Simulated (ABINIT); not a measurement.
**Quasiparticle gap of CdTe (F-43m) in ABINIT**

Wanted: ground state, empty states, screening and self-energy for CdTe (F-43m).

Program: ABINIT 10.8.3. Level of theory: PBE and many-body steps on it, plane waves. Results are calculated unless marked as measured.

**What was measured.**

- Gap 1.48 ± 0.02 eV: direct optical gap from Tauc analysis, 1.5 h deposition; UV-vis diffuse reflectance; film (electrodeposited 1.5 h on FTO, Te-rich) (“Electrodeposition of CdTe Thin Films for Solar Energy Water Splitting”, 2020, pmc:7177234).

- Gap 1.592 eV: near-band-edge L1 bound-exciton energy extrapolated to 0 K (Varshni), slightly below the true gap; temperature-dependent photoluminescence; 0 K; bulk crystal (vertical Bridgman single crystal) (“Photoluminescence characteristics of Cd1-xMnxTe single crystals grown by the vertical Bridgman method”, 2012, pmc:3275455).

- Gap 1.32 ± 0.02 eV: direct optical gap from Tauc analysis, 2.5 h deposition; UV-vis diffuse reflectance; film (electrodeposited 2.5 h on FTO, nearly stoichiometric) (“Electrodeposition of CdTe Thin Films for Solar Energy Water Splitting”, 2020, pmc:7177234).

### 1. Set-up

It takes space group F-43m (No. 216, cubic). Conventional cell: a = 6.480 Å, b = 6.480 Å, c = 6.480 Å, α = 90.00°, β = 90.00°, γ = 90.00°. Nearest to Cd lie 4 Te at 2.81 Å. Nearest to Te lie 4 Cd at 2.81 Å. Farther neighbours and most contacts between anions are not listed.

The cell and positions come from the Crystallography Open Database and are kept as given unless a step says otherwise. Spin-orbit coupling is left out unless a step names it.

### 2. Ground state

This step: ABINIT 10.8.3; DFT, PBE, plane waves, norm-conserving pseudopotentials.

The ground-state density comes first.

The input, run.abi:

```
acell 3*1.0 Angstrom
rprim 
  0.000000000000 3.240000000000 3.240000000000
  3.240000000000 0.000000000000 3.240000000000
  3.240000000000 3.240000000000 0.000000000000
ntypat 2
znucl 48 52
natom 2
typat 1 2
xred 
  0.000000000000 0.000000000000 0.000000000000
  0.250000000000 0.250000000000 0.250000000000
pp_dirpath "pseudos"
pseudos "Cd.upf, Te.upf"
ecut 47
ngkpt 6 6 6
nshiftk 1
shiftk 0 0 0
kptopt 1
chksymbreak 0
nband 27
occopt 1
tolvrs 1e-10
nstep 60
prtwf 0
optforces 0
optstress 0
indata_prefix "in"
outdata_prefix "out"
tmpdata_prefix "tmp"
```

On the command line:

```
$ OMP_NUM_THREADS=1 mpirun -n 4 abinit run.abi > log
```

Numbers of over 12 decimals in the logs are rounded to 6 here.

The log of the run:

```text
.Version 10.8.3 of ABINIT. v10.8.2 released Aug 2026.

 Symmetries : space group F-4 3 m (#216); Bravais cF (face-center cubic)
================================================================================
 Values of the parameters that define the memory need of the present run
     intxc =       0    ionmov =       0      iscf =       7    lmnmax =       8
     lnmax =       8     mgfft =      54  mpssoang =       4    mqgrid =    3001
     natom =       2  nloc_mem =       1    nspden =       1   nspinor =       1
    nsppol =       1      nsym =      24    n1xccc =    2501    ntypat =       2
    occopt =       1   xclevel =       2
-    mband =          27        mffmem =           1         mkmem =           4
       mpw =        7099          nfft =      157464          nkpt =          16
================================================================================
  Rough estimation (10% accuracy) of disk space for files :
================================================================================

--------------------------------------------------------------------------------
------------- Echo of variables that govern the present computation ------------
--------------------------------------------------------------------------------
 -outvars: echo values of preprocessed input variables --------
            acell      1.8897261259E+00  1.8897261259E+00  1.8897261259E+00 Bohr

      chksymbreak           0
             ecut      4.70000000E+01 Hartree
-          fftalg         312

              ixc     -101130
              kpt      0.00000000E+00  0.00000000E+00  0.00000000E+00
                       1.66666667E-01  0.00000000E+00  0.00000000E+00
                       3.33333333E-01  0.00000000E+00  0.00000000E+00
                       5.00000000E-01  0.00000000E+00  0.00000000E+00
                       1.66666667E-01  1.66666667E-01  0.00000000E+00
                       3.33333333E-01  1.66666667E-01  0.00000000E+00
                       5.00000000E-01  1.66666667E-01  0.00000000E+00
                      -3.33333333E-01  1.66666667E-01  0.00000000E+00
                      -1.66666667E-01  1.66666667E-01  0.00000000E+00
   [... 5 further rows ...]
                      -3.33333333E-01  3.33333333E-01  1.66666667E-01
                      -3.33333333E-01  5.00000000E-01  1.66666667E-01
         kptrlatt        6    0    0      0    6    0      0    0    6
          kptrlen      5.19529396E+01
P           mkmem           4
            natom           2
            nband          27
            ngfft          54      54      54
             nkpt          16
            nstep          60
             nsym          24
           ntypat           2
              occ      2.000000  2.000000  2.000000  2.000000  2.000000  2.000000
                       2.000000  2.000000  2.000000  2.000000  2.000000  2.000000
                       2.000000  2.000000  2.000000  2.000000  2.000000  2.000000
                       2.000000  2.000000  2.000000  2.000000  0.000000  0.000000
[...]
optforces           0
        optstress           0
            prtwf           0
            rprim      0.0000000000E+00  3.2400000000E+00  3.2400000000E+00
[...]
spgroup         216

           tolvrs      1.00000000E-10

             xred      0.0000000000E+00  0.0000000000E+00  0.0000000000E+00
[...]
znucl       48.00000   52.00000

================================================================================

 chkinp: Checking input parameters for consistency.

================================================================================
== DATASET  1 ==================================================================
-   mpi_nproc: 4, omp_nthreads: 1 (-1 if OMP is not activated)

--- !DatasetInfo
iteration_state: {dtset: 1, }
dimensions: {natom: 2, nkpt: 16, mband: 27, nsppol: 1, nspinor: 1, nspden: 1, mpw: 7099, }
cutoff_energies: {ecut:  47.0, pawecutdg:  -1.0, }
electrons: {nelect:   4.40000000E+01, charge:   0.00000000E+00, occopt:   1.00000000E+00, tsmear:   1.00000000E-02, }

 Real(R)+Recip(G) space primitive vectors, cartesian coordinates (Bohr,Bohr^-1):
 R(1)=  0.0000000  6.1227126  6.1227126  G(1)= -0.0816631  0.0816631  0.0816631
 R(2)=  6.1227126  0.0000000  6.1227126  G(2)=  0.0816631 -0.0816631  0.0816631
 R(3)=  6.1227126  6.1227126  0.0000000  G(3)=  0.0816631  0.0816631 -0.0816631
 Unit cell volume ucvol=  4.5905173E+02 bohr^3
 Angles (23,13,12)=  6.00000000E+01  6.00000000E+01  6.00000000E+01 degrees

 getcut: wavevector=  0.0000  0.0000  0.0000  ngfft=  54  54  54
         ecut(hartree)=     47.000   => boxcut(ratio)=   2.02148

--- Pseudopotential description ------------------------------------------------
- Cd Generated using ONCVPSP code by D. R. Hamann
- 48.00000  20.00000  171031                  znucl, zion, pspdat
12 -101130 2 -1 1368                          pspcod,pspxc,lmax,lloc,mmax
     nproj     2     2     2     0
  pspatm : epsatm=   19.67729986
         --- l  ekb(1:nproj) -->
[...]
pspatm: atomic psp has been read  and splines computed

- Te Generated using ONCVPSP code by D. R. Hamann
- 52.00000  24.00000  220131                  znucl, zion, pspdat
12 -101130 3 -1 1294                          pspcod,pspxc,lmax,lloc,mmax
     nproj     2     2     2     2
  pspatm : epsatm=   28.89495404
         --- l  ekb(1:nproj) -->
[...]
pspatm: atomic psp has been read  and splines computed

   2.13717917E+03                                ecore*ucvol(ha*bohr**3)
--------------------------------------------------------------------------------

_setup2: Arith. and geom. avg. npw (full set) are    7068.301    7068.284

================================================================================

--- !BeginCycle
iteration_state: {dtset: 1, }
solver: {iscf: 7, nstep: 60, nline: 4, wfoptalg: 0, }
tolerances: {tolvrs: 1.00E-10, }

     iter   Etot(hartree)      deltaE(h)  residm     vres2
 ETOT  1  -455.01451075098    -4.550E+02 5.250E-01 3.250E+02
 ETOT  2  -455.67603146776    -6.615E-01 1.543E-02 1.512E+02
 ETOT  3  -455.69372177424    -1.769E-02 7.941E-04 3.237E+00
 ETOT  4  -455.69383783588    -1.161E-04 1.955E-04 1.309E+00
 ETOT  5  -455.69391768050    -7.984E-05 9.521E-05 1.957E-01
 ETOT  6  -455.69394047356    -2.279E-05 6.636E-05 1.669E-02
 ETOT  7  -455.69394135313    -8.796E-07 4.673E-05 7.624E-04
 ETOT  8  -455.69394139116    -3.803E-08 3.583E-05 2.327E-05
 ETOT  9  -455.69394139298    -1.820E-09 2.608E-05 1.724E-06
 ETOT 10  -455.69394139315    -1.739E-10 2.059E-05 8.402E-08
 ETOT 11  -455.69394139315     6.082E-12 1.461E-05 2.478E-09
 ETOT 12  -455.69394139313     1.506E-11 1.183E-05 2.398E-11

 At SCF step   12       vres2   =  2.40E-11 < tolvrs=  1.00E-10 =>converged.

--- !ResultsGS
iteration_state: {dtset: 1, }
comment   : Summary of ground state results
lattice_vectors:
- [  0.0000000,   6.1227126,   6.1227126, ]
- [  6.1227126,   0.0000000,   6.1227126, ]
- [  6.1227126,   6.1227126,   0.0000000, ]
lattice_lengths: [   8.65882,    8.65882,    8.65882, ]
lattice_angles: [ 60.000,  60.000,  60.000, ] # degrees, (23, 13, 12)
lattice_volume:   4.5905173E+02
convergence: {deltae:  1.506E-11, res2:  2.398E-11, residm:  1.183E-05, diffor:  0.000E+00, }
etotal    :  -4.55693941E+02
entropy   :   0.00000000E+00
fermie    :   1.98221920E-01
cartesian_stress_tensor: null
pressure_GPa: null
xred      :
- [  0.0000E+00,   0.0000E+00,   0.0000E+00, Cd]
- [  2.5000E-01,   2.5000E-01,   2.5000E-01, Te]
cartesian_forces: null
force_length_stats: {min: null, max: null, mean: null, }

 Integrated electronic density in atomic spheres:
 ------------------------------------------------
 Atom  Sphere_radius  Integrated_density
    1        2.00000         17.16315695
    2        2.00000         19.94816551
================================================================================

 ----iterations are completed or convergence reached----

 Mean square residual over all n,k,spin=   27.379E-09; max=  11.825E-06
 reduced coordinates (array xred) for    2 atoms
       0.000000000000      0.000000000000      0.000000000000
       0.250000000000      0.250000000000      0.250000000000
 rms dE/dt=  0.0000E+00; max dE/dt=  0.0000E+00; dE/dt below (all hartree)
    1       0.000000000000      0.000000000000      0.000000000000
    2       0.000000000000      0.000000000000      0.000000000000

 cartesian coordinates (angstrom) at end:
    1      0.000000     0.000000     0.000000
    2      1.620000     1.620000     1.620000
 length scales=  1.889726125908  1.889726125908  1.889726125908 bohr
              =  1.000000000000  1.000000000000  1.000000000000 angstroms
 prteigrs : about to open file out_EIG
 Fermi (or HOMO) energy (hartree) =   0.19822   Average Vxc (hartree)=  -0.33179
 Eigenvalues (hartree) for nkpt=  16  k points:
 kpt#   1, nband= 27, wtk=  0.00463, kpt=  0.0000  0.0000  0.0000 (reduced coord)
  -5.63480   -3.79831   -3.79831   -3.79831   -3.55711   -2.12531   -2.12531   -2.12531
  -1.12571   -1.12571   -1.12571   -1.12542   -1.12542   -0.21246   -0.10626   -0.10626
  -0.10626   -0.09670   -0.09670    0.19822    0.19822    0.19822    0.22653    0.36807
   0.36807    0.36807    0.47246
 prteigrs : prtvol=0 or 1, do not print more k-points.

--- !EnergyTerms
iteration_state     : {dtset: 1, }
comment             : Components of total free energy in Hartree
kinetic             :  1.56465594521762E+02
hartree             :  1.70310574388539E+02
xc                  : -6.03547126857411E+01
Ewald energy        : -2.14148704060345E+02
psp_core            :  4.65563907701293E+00
local_psp           : -5.08624947885489E+02
non_local_psp       : -3.99738474886976E+00
total_energy        : -4.55693941393132E+02
total_energy_eV     : -1.24000638492019E+04
band_energy         : -6.58421566859635E+01

== END DATASET(S) ==============================================================
================================================================================

 -outvars: echo values of variables after computation  --------
           etotal     -4.5569394139E+02
            nband          27
             nkpt          16
          spgroup         216
 [... the other variables as echoed above ...]

 Calculation completed.
```

It took 44 s on 4 MPI ranks of Arm Neoverse V1, shared host; peak memory 0.42 GiB.

Numbers from this step:

```yaml
total_energy: -12400.0638 eV
gap: 0.7704 eV
k_of_the_valence_top: 0, 0, 0
k_of_the_conduction_bottom: 0, 0, 0
least_direct_gap: 0.7704 eV
```

The gap is direct, at Γ.

(Part 1 of 3 ends here.)

[Paths, hosts, dates, memory and timing lines, banners, echoed tables and standing remarks are left out of the program output.]

[Logs are printed without paths, hosts, clocks, repeated set-up lines and the standing remarks that a program may print on its own settings, such as how far it seeks lower states.]

[Runs of the session that timed out or met a known fault of the program may be left out.]

[Hosts, paths, dates, database ids (printed as entryN), source tags and the programs' standing remarks are cut or masked in the printed files.]

[G0W0 gaps are taken among the corrected bands and points alone; a level outside them can change the order at an edge.]

[Where Ansatz stands beside ABINIT at settings called matched, ABINIT's density can come from a denser mesh and the files from another edition; pairs whose starting gaps differed by over 0.03 eV were left out, so agreement reads better than it is.]
